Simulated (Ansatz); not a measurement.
# PbO2: the cost of one run

Computed with Ansatz 0.2.0 (DFT LDA, scalar-relativistic, plane waves, PAW, unless a step's input says otherwise).

1 further run of the same task is left out (set aside as unsound or not needed).

## 1. The starting structure

The structure is tetragonal, space group I-42d (No. 122). The conventional cell has a = 4.929 Å, b = 4.929 Å, c = 7.289 Å, α = 90.00°, β = 90.00°, γ = 90.00°. Around Si (site symmetry -4) lie 4 O at 1.61 Å. O (site symmetry 2) has 2 Si at 1.61 Å as nearest neighbours.

Structure file:

```xyz
6
Lattice="-2.4644 2.4644 3.6444 2.4644 -2.4644 3.6444 2.4644 2.4644 -3.6444" Properties=species:S:1:pos:R:3 pbc="T T T"
Si    0.0000    0.0000    0.0000
Si    0.0000    2.4644    1.8222
O     0.4857    1.2322    0.9111
O     1.2322    2.9502    2.7333
O    -1.2322    1.9787    2.7333
O    -0.4857    3.6967    0.9111
```

It goes back to an entry of the Materials Project, which need not be the stable form.

It is the result of an earlier relaxation at this level (volume 14.76 Å³/atom; gap on the mesh: 5.76 eV).

## 2. Swap Si → Pb

The start of PbO2: fractional positions of relaxed SiO2, cell scaled by 1.087, a guess from tabulated radii.

## 3. Quick check of gap, pressure and forces (PbO2)

The input, input.yaml:

```yaml
crystal:
  lattice:
    - [-2.6791493133, 2.6791493133, 3.961908792]
    - [2.6791493133, -2.6791493133, 3.961908792]
    - [2.6791493133, 2.6791493133, -3.961908792]
  atoms:
    - { symbol: Pb, position: [0.0, 0.0, 0.0] }
    - { symbol: Pb, position: [0.75, 0.25, 0.5] }
    - { symbol: O, position: [0.375, 0.2235467396, 0.3485467396] }
    - { symbol: O, position: [0.9735467396, 0.625, 0.8485467396] }
    - { symbol: O, position: [0.7764532604, 0.125, 0.1514532604] }
    - { symbol: O, position: [0.875, 0.0264532604, 0.6514532604] }
basis:
  ecutwfc: 420
kpoints:
  mp_grid: { grid: [6, 6, 6] }
hamiltonian:
  xc: lda
scf:
  occupations: { method: gaussian, width: 0.1 }
output:
  forces: true
  stress: true
  eigenvalues: true
```

Launch:

```bash
ansatz run input.yaml --threads 1 --pin off --max-ram 2560MiB --backend cpu --events-out ev --progress --plain --runs-dir out
```

What time and memory should one allow on 1 thread of Arm Neoverse V2, shared host?

About 12 s, with a peak of 0.34 GiB.
